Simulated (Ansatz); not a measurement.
# I (Im-3m) in Ansatz: notebook

One crystal, I, is run at these levels: PBEsol+D3(BJ)-ATM, PBEsol+D4; tasks: relaxation of cell and atoms.

Program: Ansatz 0.2.0. These are calculated values, not measurements. Logs are shortened: lines on timing, memory, paths and dates and some standing lists are left out, and cuts for length are marked.

## (1) The crystal as given

Symmetry: Im-3m, No. 229, cubic system. Conventional cell: a = 4.179 Å, b = 4.179 Å, c = 4.179 Å, α = 90.00°, β = 90.00°, γ = 90.00°. I (site symmetry m-3m) is surrounded by 8 I at 3.62 Å.

The real solid is made of molecules; this cell is a model form.

## (2) Relaxation of cell and atoms, PBEsol+D3(BJ)-ATM

Input file input.yaml:

```yaml
crystal:
  lattice:
    - [-2.0893754423, 2.0893754423, 2.0893754423]
    - [2.0893754423, -2.0893754423, 2.0893754423]
    - [2.0893754423, 2.0893754423, -2.0893754423]
  atoms:
    - { symbol: I, position: [0.0, 0.0, 0.0] }
hamiltonian:
  xc: pbesol
  pseudopotentials: { kind: paw }
  dispersion: d3bjatm
kpoints:
  mp_grid: { grid: [9, 9, 9] }
scf:
  occupations: { method: fermi_dirac, width: 0.05 }
output:
  forces: true
  stress: true
  eigenvalues: true
relax:
  f_tol: 0.01
  max_steps: 40
  cell: { stress_tol: 0.05 }
```

Potentials or basis: Ansatz PAW.

Run with:

```console
ansatz run input.yaml --threads 2 --pin off --max-ram 5632MiB --backend cpu --events-out ev --progress --plain --runs-dir out
```

Log:

```text
Warning: RAYON_NUM_THREADS=2 ignored (pool sized by the plan → 2); use --threads N
Engine: ansatz 0.2.0, aarch64-unknown-linux-gnu
Pseudopotentials: kind: paw
Pseudopotential: I, paw, valence charge 17, recommended cutoff 420 eV (normal), I.paw.azcp
Functional definition: PBEsol
  exchange = pbesol_x
  correlation = pbesol_c
Crystal: 1 atoms, lattice volume = 36.485 Å³
Basis set: ecut = 420 eV, 683 PW (Γ), exchange–correlation on 50×50×50 points (8 copies of the dense FFT grid, shifted against one another)
Bands: 13, of which v1, the nominal top of the filled ones, is band 9 counted from 1 (8 counted from 0)
Symmetry: 48 space group operations
Space group: Im-3m (ITA 229), of the structure as read, at distance tolerance 3.3e-5 Å
k-points: 35 of 729
Non-local potential: I, projectors of the file, l = 0: 2, l = 1: 2, l = 2: 2, l = 3: 2
PAW form: soft (Blöchl's): semilocal exchange-correlation on the pseudo side does not see the compensation charge
PAW frozen core: I, regenerated for the run's functional, and the local potential with it (the file was generated under x = pbe(κ = 0.804, μ = 0.2195149727645171), c = pbe(β = 0.06672455060314922))
PAW one-centre angular grid: I, 590 points (default); XC on 64 Gauss nodes
Initial density: superposition of atomic densities (neutral atoms: chi_scale 0, normalization atom), corrected by the library's trained network
Initial wavefunctions: pseudopotential atomic-orbital guess
Functional: x = pbesol(κ = 0.804, μ = 0.12345679012345678), c = pbesol(β = 0.046)
SCF iter   1: F=—  HF=-7432.189985 eV  |F-HF|=—  |Δ(HF+E_count)|=         —  Δρ=1.43e-3  dr2=2.70e-4  ethr=1.77e-3  ⟨swp⟩=6.1  Hψ=3011  notcnv=0
preconditioner: auto → Kerker (q_TF=auto, 2.402 Å⁻¹)  [metal: Δε(μ)=0.055 eV  Ē_g=13.200 eV  σ=0.050 eV  W_gap=0.26  n_scr=12 (ndim 8)  ℏωp=16.3 eV  f_vac=0.000  D(μ)=2.47/eV (n_scr^D=18)]
SCF iter   2: F=—  HF=-7432.189644 eV  |F-HF|=—  |Δ(HF+E_count)|=   3.41e-4  Δρ=1.12e-3  dr2=3.55e-4  ethr=1.59e-6  ⟨swp⟩=2.1  Hψ=1038  notcnv=0
SCF iter   3: F=—  HF=-7432.189576 eV  |F-HF|=—  |Δ(HF+E_count)|=   6.84e-5  Δρ=7.21e-4  dr2=1.65e-4  ethr=1.59e-6  ⟨swp⟩=2.0  Hψ=752  notcnv=0
SCF iter   4: F=—  HF=-7432.189590 eV  |F-HF|=—  |Δ(HF+E_count)|=   1.37e-5  Δρ=2.72e-4  dr2=3.65e-5  ethr=9.72e-7  ⟨swp⟩=2.0  Hψ=650  notcnv=0
SCF iter   5: F=—  HF=-7432.189594 eV  |F-HF|=—  |Δ(HF+E_count)|=   4.68e-6  Δρ=1.20e-4  dr2=7.68e-6  ethr=2.15e-7  ⟨swp⟩=2.2  Hψ=564  notcnv=0
SCF iter   6: F=—  HF=-7432.189591 eV  |F-HF|=—  |Δ(HF+E_count)|=   3.58e-6  Δρ=4.73e-5  dr2=1.20e-6  ethr=4.51e-8  ⟨swp⟩=2.9  Hψ=766  notcnv=0
SCF iter   7: F=—  HF=-7432.189590 eV  |F-HF|=—  |Δ(HF+E_count)|=   5.55e-7  Δρ=2.06e-5  dr2=2.19e-7  ethr=7.09e-9  ⟨swp⟩=2.8  Hψ=770  notcnv=0
SCF iter   8: F=-7432.189590 eV  HF=-7432.189590 eV  |F-HF|=3.48e-8  |Δ(HF+E_count)|=   1.22e-7  Δρ=7.49e-6  dr2=2.91e-8  ethr=5.88e-10  ⟨swp⟩=5.5  Hψ=1937  notcnv=0
SCF 1 converged in 8 iterations: F = -7432.189590 eV  dr2 = 2.91e-8
relax step   1: F+E_penalty+E_count = -7432.18958991 eV  Δ(F+E_penalty+E_count) = +0.000e0 eV  max|allowed force component| = 0.000e0 eV/Å  Δτ_max = 0.0000 Å  P = -3.834 GPa  Ω = 36.485 Å³  (8 SCF iters, dr2 threshold 1.00e-7 eV, accepted)
Crystal: 1 atoms, lattice volume = 33.255 Å³
Basis set: ecut = 420 eV, 627 PW (Γ), exchange–correlation on 50×50×50 points (8 copies of the dense FFT grid, shifted against one another)
Initial density: handed on by an earlier stage of this run
Initial wavefunctions: those handed on with the density
iter 1 solved again at ethr=1.02e-6 eV; its pass at ethr=3.10e-3 eV (dr2=1.73e-4 eV) is discarded
SCF iter   1: F=—  HF=-7432.250284 eV  |F-HF|=—  |Δ(HF+E_count)|=         —  Δρ=7.51e-4  dr2=1.62e-4  ethr=1.02e-6  ⟨swp⟩=2.4  Hψ=4033  notcnv=0
preconditioner: auto → Kerker (q_TF=auto, 2.440 Å⁻¹)  [metal: Δε(μ)=0.057 eV  Ē_g=13.591 eV  σ=0.050 eV  W_gap=0.26  n_scr=12 (ndim 8)  ℏωp=17.0 eV  f_vac=0.000  D(μ)=2.29/eV (n_scr^D=18)]
SCF iter   2: F=—  HF=-7432.250273 eV  |F-HF|=—  |Δ(HF+E_count)|=   1.04e-5  Δρ=4.79e-4  dr2=7.39e-5  ethr=9.52e-7  ⟨swp⟩=1.0  Hψ=455  notcnv=0
SCF iter   3: F=—  HF=-7432.250272 eV  |F-HF|=—  |Δ(HF+E_count)|=   7.14e-7  Δρ=8.83e-5  dr2=2.20e-6  ethr=4.35e-7  ⟨swp⟩=1.9  Hψ=540  notcnv=0
SCF iter   4: F=-7432.250274 eV  HF=-7432.250274 eV  |F-HF|=1.34e-7  |Δ(HF+E_count)|=   1.21e-6  Δρ=1.98e-5  dr2=9.30e-8  ethr=5.88e-10  ⟨swp⟩=4.6  Hψ=2465  notcnv=0
SCF 2 converged in 4 iterations: F = -7432.250274 eV  dr2 = 9.30e-8
relax step   2: F+E_penalty+E_count = -7432.25027374 eV  Δ(F+E_penalty+E_count) = -6.068e-2 eV  max|allowed force component| = 0.000e0 eV/Å  Δτ_max = 0.0000 Å  P = -1.908 GPa  Ω = 33.255 Å³  energy of the carried Pulay correction = +5.416e-4 eV  (4 SCF iters, dr2 threshold 1.00e-7 eV, accepted)
Crystal: 1 atoms, lattice volume = 30.577 Å³
Basis set: ecut = 420 eV, 603 PW (Γ), exchange–correlation on 50×50×50 points (8 copies of the dense FFT grid, shifted against one another)
iter 1 solved again at ethr=1.33e-6 eV; its pass at ethr=3.10e-3 eV (dr2=2.27e-4 eV) is discarded
SCF iter   1: F=—  HF=-7432.260459 eV  |F-HF|=—  |Δ(HF+E_count)|=         —  Δρ=8.36e-4  dr2=2.20e-4  ethr=1.33e-6  ⟨swp⟩=2.1  Hψ=3901  notcnv=0
preconditioner: auto → Kerker (q_TF=auto, 2.474 Å⁻¹)  [metal: Δε(μ)=0.090 eV  Ē_g=13.961 eV  σ=0.050 eV  W_gap=0.42  n_scr=12 (ndim 8)  ℏωp=17.8 eV  f_vac=0.000  D(μ)=2.04/eV (n_scr^D=18)]
SCF iter   2: F=—  HF=-7432.260430 eV  |F-HF|=—  |Δ(HF+E_count)|=   2.95e-5  Δρ=5.48e-4  dr2=1.03e-4  ethr=1.30e-6  ⟨swp⟩=1.0  Hψ=455  notcnv=0
SCF iter   3: F=—  HF=-7432.260418 eV  |F-HF|=—  |Δ(HF+E_count)|=   1.22e-5  Δρ=9.93e-5  dr2=2.42e-6  ethr=6.07e-7  ⟨swp⟩=2.0  Hψ=564  notcnv=0
SCF iter   4: F=—  HF=-7432.260419 eV  |F-HF|=—  |Δ(HF+E_count)|=   1.02e-6  Δρ=1.93e-5  dr2=8.89e-8  ethr=5.88e-10  ⟨swp⟩=4.5  Hψ=2455  notcnv=0
SCF iter   5: F=-7432.260419 eV  HF=-7432.260419 eV  |F-HF|=3.97e-9  |Δ(HF+E_count)|=   1.14e-7  Δρ=3.83e-6  dr2=2.35e-9  ethr=5.23e-10  ⟨swp⟩=2.8  Hψ=1466  notcnv=0
SCF 3 converged in 5 iterations: F = -7432.260419 eV  dr2 = 2.35e-9
relax step   3: F+E_penalty+E_count = -7432.26041873 eV  Δ(F+E_penalty+E_count) = -1.014e-2 eV  max|allowed force component| = 0.000e0 eV/Å  Δτ_max = 0.0000 Å  P = +1.016 GPa  Ω = 30.577 Å³  energy of the carried Pulay correction = +1.062e-3 eV  (5 SCF iters, dr2 threshold 1.00e-7 eV, accepted)
Crystal: 1 atoms, lattice volume = 31.350 Å³
iter 1 solved again at ethr=1.46e-7 eV; its pass at ethr=3.10e-3 eV (dr2=2.48e-5 eV) is discarded
SCF iter   1: F=—  HF=-7432.262670 eV  |F-HF|=—  |Δ(HF+E_count)|=         —  Δρ=2.64e-4  dr2=2.33e-5  ethr=1.46e-7  ⟨swp⟩=2.1  Hψ=4077  notcnv=0
preconditioner: auto → Kerker (q_TF=auto, 2.464 Å⁻¹)  [metal: Δε(μ)=0.067 eV  Ē_g=13.839 eV  σ=0.050 eV  W_gap=0.32  n_scr=12 (ndim 8)  ℏωp=17.5 eV  f_vac=0.000  D(μ)=2.12/eV (n_scr^D=18)]
SCF iter   2: F=—  HF=-7432.262667 eV  |F-HF|=—  |Δ(HF+E_count)|=   3.14e-6  Δρ=1.73e-4  dr2=1.08e-5  ethr=1.37e-7  ⟨swp⟩=1.0  Hψ=455  notcnv=0
SCF iter   3: F=—  HF=-7432.262666 eV  |F-HF|=—  |Δ(HF+E_count)|=   1.45e-6  Δρ=3.24e-5  dr2=3.11e-7  ethr=6.38e-8  ⟨swp⟩=1.9  Hψ=544  notcnv=0
SCF iter   4: F=-7432.262666 eV  HF=-7432.262666 eV  |F-HF|=1.68e-8  |Δ(HF+E_count)|=   1.42e-7  Δρ=7.15e-6  dr2=9.95e-9  ethr=5.88e-10  ⟨swp⟩=5.9  Hψ=2117  notcnv=0
SCF 4 converged in 4 iterations: F = -7432.262666 eV  dr2 = 9.95e-9
relax step   4: F+E_penalty+E_count = -7432.26266586 eV  Δ(F+E_penalty+E_count) = -2.247e-3 eV  max|allowed force component| = 0.000e0 eV/Å  Δτ_max = 0.0000 Å  P = +0.006 GPa  Ω = 31.350 Å³  energy of the carried Pulay correction = +9.040e-4 eV  (4 SCF iters, dr2 threshold 1.00e-7 eV, accepted)
Basis set: ecut = 420 eV, 627 PW (Γ), exchange–correlation on 48×48×48 points (8 copies of the dense FFT grid, shifted against one another)
Initial wavefunctions: pseudopotential atomic-orbital guess (no wavefunctions were taken with the density)
iter 1 solved again at ethr=3.90e-7 eV; its pass at ethr=3.10e-3 eV (dr2=6.63e-5 eV) is discarded
SCF iter   1: F=—  HF=-7432.261810 eV  |F-HF|=—  |Δ(HF+E_count)|=         —  Δρ=1.38e-4  dr2=8.55e-7  ethr=3.90e-7  ⟨swp⟩=2.9  Hψ=4032  notcnv=0
preconditioner: auto → Kerker (q_TF=auto, 2.464 Å⁻¹)  [metal: Δε(μ)=0.066 eV  Ē_g=13.841 eV  σ=0.050 eV  W_gap=0.32  n_scr=12 (ndim 8)  ℏωp=17.5 eV  f_vac=0.000  D(μ)=2.12/eV (n_scr^D=18)]
SCF iter   2: F=—  HF=-7432.261812 eV  |F-HF|=—  |Δ(HF+E_count)|=   1.82e-6  Δρ=6.98e-5  dr2=2.16e-7  ethr=5.03e-9  ⟨swp⟩=2.1  Hψ=738  notcnv=0
SCF iter   3: F=—  HF=-7432.261812 eV  |F-HF|=—  |Δ(HF+E_count)|=   2.81e-7  Δρ=1.19e-5  dr2=1.50e-8  ethr=1.27e-9  ⟨swp⟩=2.0  Hψ=725  notcnv=0
SCF iter   4: F=—  HF=-7432.261812 eV  |F-HF|=—  |Δ(HF+E_count)|=   8.72e-9  Δρ=1.10e-6  dr2=2.98e-10  ethr=8.82e-11  ⟨swp⟩=2.0  Hψ=578  notcnv=0
SCF iter   5: F=—  HF=-7432.261812 eV  |F-HF|=—  |Δ(HF+E_count)|=  1.36e-10  Δρ=2.54e-7  dr2=2.61e-11  ethr=1.75e-12  ⟨swp⟩=2.0  Hψ=576  notcnv=0
SCF iter   6: F=-7432.261812 eV  HF=-7432.261812 eV  |F-HF|=1.82e-12  |Δ(HF+E_count)|=  5.46e-12  Δρ=4.88e-8  dr2=5.62e-13  ethr=1.00e-12  ⟨swp⟩=6.6  Hψ=2105  notcnv=0
SCF 5 converged in 6 iterations: F = -7432.261812 eV  dr2 = 5.62e-13
relax step   5: F+E_penalty+E_count = -7432.26181234 eV  Δ(F+E_penalty+E_count) = +8.535e-4 eV  max|allowed force component| = 0.000e0 eV/Å  Δτ_max = 0.0000 Å  P = -0.004 GPa  Ω = 31.350 Å³  stress off target by 4.39e-3 GPa  SCF on the basis re-selected at this cell (its energy is not comparable with the rows above)  (6 SCF iters)
basis re-selected at this cell: Δ(F+E_penalty+E_count) = +8.535e-4 eV, ΔP = -0.011 GPa vs the last step (what re-selecting the basis moved, of the pressure what is left beyond the Pulay correction that the steps carried, after the strain that the cell walked since its last selection, with what the two solves' SCF thresholds leave and, on support functions, any second-order correction that the steps lacked; it is no measure of the basis error at this ecutwfc). The dense FFT grid was sized anew with the basis: this SCF ran on 24×24×24 points, the steps before it on 25×25×25, so part of this shift can come from that change (see relax.cell in the input reference). This SCF's stress stands 4.39e-3 GPa from its target on what of the cell is left free (relax.cell.stress_tol is 5.00e-2 GPa) and its largest allowed force component is 0.00e0 eV/Å (relax.f_tol is 1.00e-2 eV/Å): within both
SCF converged after 6 iterations
Free energy (F): -7432.261812 eV
Harris-Foulkes:  -7432.261812 eV  (|F-HF|=1.82e-12)
Internal energy: -7432.244634 eV  (E = F + TS)
E sigma→0 (E₀):  -7432.253223 eV
Entropy (-TS):   -0.017179 eV (-17.179 meV/atom)
Fermi energy:    9.129806 eV
--- Per-component energies (eV) ---
  E_band       = -332.868896
  E_kinetic    = 189.675038
  E_local      = -1637.123032  (includes V_loc(G=0)·N_el)
  E_nonlocal   = -90.447062
  E_hartree    = 873.421124
  E_xc         = -127.407513
  E_vxc        = -128.705509  (∫ρ·V_xc dr)
  E_paw        = -4734.338120  (= ΣΔE_a)
  E_vpaw       = -413.110586  (= ΣTr[D̂ρ^β])
  E_aug_tail   = 0.000011  (compensation charges beyond the density's cutoff)
  E_ewald      = -1906.074738
  E_disp       = -0.362485  (pairwise vdW)
  E_core_change = 0.412142  (= ΣΔE_core)
  E_smearing   = -0.017179  (= −TS)
  E_closure    = 0.000000  (closes the sum)
  Σ components = -7432.261812   (vs F -7432.261812, Δ=0.00e0)
--- Forces (eV/Å), atoms counted from 1 ---
  atom   1  I     -0.00000000    -0.00000000    -0.00000000
  max |Σ_I F_I| component: 3.41e-31 eV/Å
--- Stress (GPa, compression-positive) ---
       -0.004388      -0.000000      -0.000000
       -0.000000      -0.004388       0.000000
       -0.000000      -0.000000      -0.004388
  P = ⅓ Tr σ = -0.0044 GPa (-0.044 kbar)
--- Band table (eV; the first three rows and the last of 35) ---
  k-point 0: bands = ["-35.9415", "-35.9415", "-35.9415", "-35.9356", "-35.9356", "-5.2022", "10.2486", "10.2486", "10.2486", "16.7224", "19.0828", "19.0828", "19.0828"]
  k-point 1: bands = ["-35.9417", "-35.9408", "-35.9398", "-35.9359", "-35.9358", "-5.0335", "9.1700", "9.9227", "10.1941", "17.3018", "18.2899", "18.6930", "19.8172"]
  k-point 2: bands = ["-35.9422", "-35.9393", "-35.9364", "-35.9361", "-35.9354", "-4.5567", "7.0970", "9.2321", "10.0513", "16.2569", "17.2142", "19.8655", "20.2900"]
  k-point 34: bands = ["-35.9422", "-35.9420", "-35.9285", "-35.9285", "-35.9285", "-2.0326", "5.8457", "6.0546", "6.0546", "12.9655", "13.3881", "24.5945", "24.5945"]
--- Relaxed structure (4 steps of the walk, 4 accepted, 1 SCFs on fresh bases) ---
  F+E_penalty+E_count = -7432.26181234 eV   max|allowed force component| = 0.000e0 eV/Å   (the final SCF, on the basis selected at the relaxed cell)
  cell:  # Å, volume = 31.3501 Å³
    - [-1.9863676851099439, 1.986367685109944, 1.9863676851099439]
    - [1.9863676851099439, -1.986367685109944, 1.9863676851099439]
    - [1.9863676851099439, 1.986367685109944, -1.9863676851099439]
  atoms:
    - { symbol: I, position: [0.0, 0.0, 0.0] }
```

Wall time 3.7 s (2 threads of Arm Neoverse V1, shared host); peak memory 0.29 GiB.

What came out:

```yaml
Free_energy: -7432.2618 eV
Relaxed_volume: 31.35 Å³/atom
Relaxed_cell: a = 3.440 Å, b = 3.440 Å, c = 3.440 Å, α = 109.47°, β = 109.47°, γ = 109.47°
Space_group_after_relaxing_to_0.05_Å: Im-3m (No. 229)
Energy_gained_by_relaxing: 72.2 meV/atom
Ionic_steps: 5
Pressure_after_relaxing: 0.0 GPa
Band_gap_on_the_k_mesh: none (metal or under the smearing width)
```

The path:
```csv
step,energy change (eV),largest force (eV/Å),volume (Å³)
1,0.0000,0.0000,36.48
2,-0.0607,0.0000,33.25
3,-0.0708,0.0000,30.58
4,-0.0731,0.0000,31.35
5,-0.0722,0.0000,31.35
```

Final structure:
```yaml
crystal:
  lattice:
    - [-1.98637, 1.98637, 1.98637]
    - [1.98637, -1.98637, 1.98637]
    - [1.98637, 1.98637, -1.98637]
  atoms:
    - { symbol: I, position: [0.00000, 0.00000, 0.00000] }
```

Levels at points of the mesh, in eV from the Fermi level:
| k point | band 7 | band 8 | band 9 | band 10 | band 11 | band 12 |
| --- | --- | --- | --- | --- | --- | --- |
| (0.00, 0.00, 0.00) | 1.12 | 1.12 | 1.12 | 7.59 | 9.95 | 9.95 |

Caveat: the plane-wave basis is chosen anew once the cell has moved, so the energies of steps on either side of that aren't comparable; an odd number of electrons without spin polarisation forces a metal; a magnetic or distorted state may lie lower; pairwise dispersion overbinds metals, which lowers pressure and volume; the PAW data sets come from PBE, with cores solved anew for the run's functional, which leaves a small shift of forces and pressure. The run has no spin-orbit coupling, so splittings on I are missing.

## (3) Relaxation of cell and atoms, PBEsol+D4

Changes to input.yaml since step 2:

```diff
@@ -10,3 +10,3 @@
   pseudopotentials: { kind: paw }
-  dispersion: d3bjatm
+  dispersion: d4
 kpoints:
```

Potentials or basis: Ansatz PAW.

Run with:

```console
ansatz run input.yaml --threads 2 --pin off --max-ram 5632MiB --backend cpu --events-out ev --progress --plain --runs-dir out
```

Run time: 3.6 s. Hardware: 2 threads of Arm Neoverse V1, shared host; peak memory 0.29 GiB.

Results (log left out):

- Free energy: -7432.1600 eV
- Relaxed volume: 31.80 Å³/atom
- Relaxed cell: a = 3.457 Å, b = 3.457 Å, c = 3.457 Å, α = 109.47°, β = 109.47°, γ = 109.47°
- Space group after relaxing (to 0.05 Å): Im-3m (No. 229)
- Energy gained by relaxing: 58.5 meV/atom
- Ionic steps: 5
- Pressure after relaxing: 0.0 GPa
- Band gap on the k mesh: none (metal or under the smearing width)

Step by step:
| step | energy change (eV) | largest force (eV/Å) | volume (Å³) |
| --- | --- | --- | --- |
| 1 | 0.0000 | 0.0000 | 36.48 |
| 2 | -0.0491 | 0.0000 | 33.56 |
| 3 | -0.0579 | 0.0000 | 31.17 |
| 4 | -0.0593 | 0.0000 | 31.80 |
| 5 | -0.0585 | 0.0000 | 31.80 |

Final structure:
```
I
1.0
    -1.99580    1.99580    1.99580
     1.99580   -1.99580    1.99580
     1.99580    1.99580   -1.99580
I
1
Direct
  0.00000 0.00000 0.00000
```

Levels at points of the mesh, in eV from the Fermi level:
| k point | band 5 | band 6 | band 7 | band 8 | band 9 | band 10 | band 11 | band 12 | band 13 |
| --- | --- | --- | --- | --- | --- | --- | --- | --- | --- |
| (0.00, 0.00, 0.00) | -45.03 | -14.23 | 1.09 | 1.09 | 1.09 | 7.49 | 9.95 | 9.95 | 9.95 |

Caveat: the plane-wave basis is chosen anew once the cell has moved, so the energies of steps on either side of that aren't comparable; an odd number of electrons without spin polarisation forces a metal; a magnetic or distorted state may lie lower; pairwise dispersion overbinds metals, which lowers pressure and volume; the PAW data sets come from PBE, with cores solved anew for the run's functional, which leaves a small shift of forces and pressure. Spin-orbit coupling is left out, which matters for the levels of I.
